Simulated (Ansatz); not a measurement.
# Ti: course of a relaxation

Method: DFT PBEsol, scalar-relativistic, plane waves, PAW (Ansatz 0.2.0). Run with 420 eV cutoff, 16×16×16 k-mesh, Gaussian smearing of 0.10 eV, no spin polarisation.

What was changed: uniaxial strain along c, with a, b and atoms relaxed: +2.0 %.

Command:

```bash
ansatz run input.yaml --threads 1 --pin off --max-ram 2560MiB --backend cpu --events-out ev --progress --plain --runs-dir out
```

Input:

```yaml
crystal:
  lattice:
    - [3.1941809651, 0.0, 0.0]
    - [0.0, 3.1941809651, 0.0]
    - [0.0, 0.0, 3.2744367683]
  atoms:
    - { symbol: Ti, position: [0.0, 0.0, 0.0] }
    - { symbol: Ti, position: [0.5, 0.5, 0.5] }
basis:
  ecutwfc: 420
kpoints:
  mp_grid: { grid: [16, 16, 16] }
hamiltonian:
  xc: pbesol
scf:
  occupations: { method: gaussian, width: 0.1 }
output:
  forces: true
  stress: true
  eigenvalues: true
relax:
  adjacent_minimum: "off"
  f_tol: 0.008
  max_steps: 40
  cell: { stress_tol: 0.015, fix: [c, angles] }
```

F is the free energy. Steps run on the plane waves of an earlier cell, but the last one, and at times one on the way, on a freshly chosen basis, so a repeated geometry can differ a little in energy. The held parts of the cell keep their stress, so P needn't end at zero.

Steps:

```json
{"step": "1", "F − F(1) (eV)": "0.0000", "largest force component (eV/Å)": "0.000", "V (Å³/atom)": "16.704", "P (GPa)": "-1.15"}
{"step": "2", "F − F(1) (eV)": "-0.0012", "largest force component (eV/Å)": "0.000", "V (Å³/atom)": "16.419", "P (GPa)": "0.80"}
{"step": "3", "F − F(1) (eV)": "-0.0016", "largest force component (eV/Å)": "0.000", "V (Å³/atom)": "16.514", "P (GPa)": "0.13"}
{"step": "4", "F − F(1) (eV)": "-0.0016", "largest force component (eV/Å)": "0.000", "V (Å³/atom)": "16.514", "P (GPa)": "0.14"}
```

Relaxed structure:

```
CELL_PARAMETERS angstrom
3.17590 0.00000 0.00000
0.00000 3.17590 0.00000
0.00000 0.00000 3.27444
ATOMIC_POSITIONS crystal
Ti 0.00000 0.00000 0.00000
Ti 0.50000 0.50000 0.50000
```

The structure is tetragonal, space group I4/mmm (No. 139). Conventional cell: a = 3.176 Å, b = 3.176 Å, c = 3.274 Å, α = 90.00°, β = 90.00°, γ = 90.00°. Ti (site symmetry 4/mmm) has 12 Ti at 2.78 to 3.18 Å as nearest neighbours.

The run converged. It took 43 s on 1 thread of Arm Neoverse V2 (shared host), peak memory 0.48 GiB.